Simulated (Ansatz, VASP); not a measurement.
Two plane-wave programs on HfN

```xyz
2
Lattice="0.0000 2.2129 2.2129 2.2129 0.0000 2.2129 2.2129 2.2129 0.0000" Properties=species:S:1:pos:R:3 pbc="T T T"
Hf    0.0000    0.0000    0.0000
N     2.2129    2.2129    2.2129
```

Change from the starting cell: volume scaled by 0.94, ions relaxed.

Alike in both runs: functional PBE; k mesh 18 × 18 × 18; occupations fermi-dirac, width 0.05 eV; no spin polarisation.

Ansatz relaxed the structure, and its values are those at the end. VASP's run is a single point on that final structure, the one shown.

|  | VASP | Ansatz |
| --- | --- | --- |
| version | VASP 6.6.1 | Ansatz 0.2.0 |
| potentials or method | VASP PAW PBE potentials, release 64 (Hf_pv, N) | plane-wave PAW, scalar-relativistic |
| plane-wave cutoff (eV) | 520 | 420 |
| valence electrons in the cell | 15 | 31 |

Ansatz gave:

| Quantity | Value |
| --- | --- |
| pressure (GPa) | 25.6 |

Q: What did VASP give for the same quantities?

A: Pressure (GPa): 23.0.

The two sets of potentials don't hold the same shells in valence. Ansatz warned: «gradients_without_spin_orbit».

Caveats: so large a pressure means that the cell lies far from this level's equilibrium, or that cutoff or potentials fall short (VASP). Spin-orbit coupling is left out, which matters for the levels of Hf.
